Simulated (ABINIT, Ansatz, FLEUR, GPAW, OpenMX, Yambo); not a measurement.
**The band gap of KCl, sorted by core time**

Symmetry: Fm-3m, No. 225, cubic system. Conventional cell: a = 6.293 Å, b = 6.293 Å, c = 6.293 Å, α = 90.00°, β = 90.00°, γ = 90.00°. K (site symmetry m-3m) is surrounded by 6 Cl at 3.15 Å. Cl (site symmetry m-3m) has 6 K at 3.15 Å as nearest neighbours.

| rung | level | program and potentials | cutoff (eV) | k mesh | task | core time | chip | band gap (eV) | notes |
| --- | --- | --- | --- | --- | --- | --- | --- | --- | --- |
| GGA | PBEsol | Ansatz, PAW datasets made for the crystal | 220 | 6 × 6 × 6 | single point | 1.9 s | Intel Xeon 6975P-C Granite Rapids | 5.03 | - |
| LDA | LDA | Ansatz, all-electron LAPW, scalar-relativistic | - | 7 × 7 × 7 | band structure | 4.1 s | Arm Neoverse V2 | 4.74 | - |
| GGA | PBEsol | Ansatz, Ansatz PAW (files of its older set among them) | 660 | 7 × 7 × 7 | band structure | 8 s | Intel Xeon | 5.03 | potentials made for PBE, which Ansatz adapts in part |
| GGA | PBEsol | Ansatz, JTH PAW | 930 | 7 × 7 × 7 | band structure | 9.6 s | Intel Xeon | 5.02 | potentials made for PBE |
| GGA | PBEsol | Ansatz, PseudoDojo stringent (PBEsol files) | 1007 | 7 × 7 × 7 | band structure | 10 s | Intel Xeon | 5.03 | - |
| Hartree-Fock | Hartree-Fock on LDA | Yambo, PseudoDojo 0.4.1 SR LDA standard | 980 | 6 × 6 × 6 | Hartree-Fock levels | 31 s | Arm Neoverse V1 | 13.58 | - |
| LDA | LDA | FLEUR, all-electron, FLAPW | - | 7 × 7 × 7 | band structure | 38 s | Intel Xeon Platinum 8223CL Skylake/Cascade Lake | 4.75 | - |
| LDA | LDA | ABINIT, JTH PAW LDA v2.0 | 680 | 7 × 7 × 7 | band structure | 47 s | AMD EPYC 9R45 Zen 5 | 4.74 | - |
| GGA | PBEsol | GPAW, PAW data sets generated for this functional | 600 | 7 × 7 × 7 | band structure | 91 s | Intel Xeon Platinum 8488C Sapphire Rapids | 5.03 | - |
| GGA | PBE | OpenMX, OpenMX 2013 PBE set, K10.0-s3p2, Cl7.0-s2p2d1, grid cutoff 300 Ry | - | 7 × 7 × 7 | band structure | 97 s | Intel Xeon Platinum 8259CL Skylake/Cascade Lake | 5.28 | atomic basis |
| model potential | TB-mBJ | GPAW, GPAW PAW data sets for LDA (gpaw-data 1.2.1) | 600 | 8 × 8 × 8 | single point | 2.2 min | Arm Neoverse V1 | 8.36 | potentials made for LDA |
| meta-GGA | r2SCAN | GPAW, GPAW PAW data sets (gpaw-data 1.2.1) | 600 | 7 × 7 × 7 | band structure | 3.5 min | Intel Xeon Platinum 8488C Sapphire Rapids | 5.83 | potentials made for PBE |

Times are single runs on shared hosts and different chips, so they are rough; meshes, cutoffs and the tasks' sizes weigh on the time. All rows: no spin polarisation. Gaps are the least found on the k mesh or the band path, and a mesh can miss the band edges. The cell comes from a database and isn't always the measured one. Meshes differ between rows, which moves values too. All levels ran on this one cell, unrelaxed unless noted. Meshes are those of the run's cell of 2 atoms unless a note names another. Runs on faulty files, with rough fits or with known faults for this quantity aren't shown. No row holds spin-orbit coupling.

By rung: LDA 4.74 to 4.75; GGA 5.02 to 5.03; meta-GGA 5.83; model potential 8.36; Hartree-Fock 13.58; GGA in atomic bases 5.28 (eV).
